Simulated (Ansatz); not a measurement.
**WC and its competing phases**

Computed with Ansatz, DFT PBE, scalar-relativistic, plane waves, PAW. Settings: cutoff 420 eV, Γ-centred meshes spaced at most about 0.3 Å⁻¹, and about 0.25 Å⁻¹ or finer for metals (2π included), Gaussian smearing. No spin polarisation.

Formation energies are uncorrected and refer to the elements' standard structures at the same level.

Temperature and zero-point effects are left out. These runs have no spin–orbit coupling, which can matter for W. The reference form of C is held partly by dispersion forces, which this level lacks.

The competitors are the elements and 1 reference phase of this chemical system (from databases or known types: WC), relaxed at the same level; other known phases may be missing.

The candidate was reached from: GaN type (F-43m).

```
W C
1.0
     0.00000    2.34918    2.34918
     2.34918    0.00000    2.34918
     2.34918    2.34918    0.00000
W C
1 1
Direct
  0.00000 0.00000 0.00000
  0.75000 0.75000 0.75000
```

Task: Is it stable, and against what?

Result: Not the lowest form: another structure of the same formula lies lower. Its formation energy is 0.534 eV/atom. The lowest competing phase at this composition is this:

```
phase      space group             source  share of atoms  ΔE_f (eV/atom)
   WC  P-6m2 (No. 187)  Materials Project          1.0000          -0.145
```

The candidate lies 0.68 eV/atom above this phase. The candidate matches no cell in the subsets of the Crystallography Open Database and the Materials Project at hand. The margin is far too high for a likely synthesis. It has the zinc blende type.
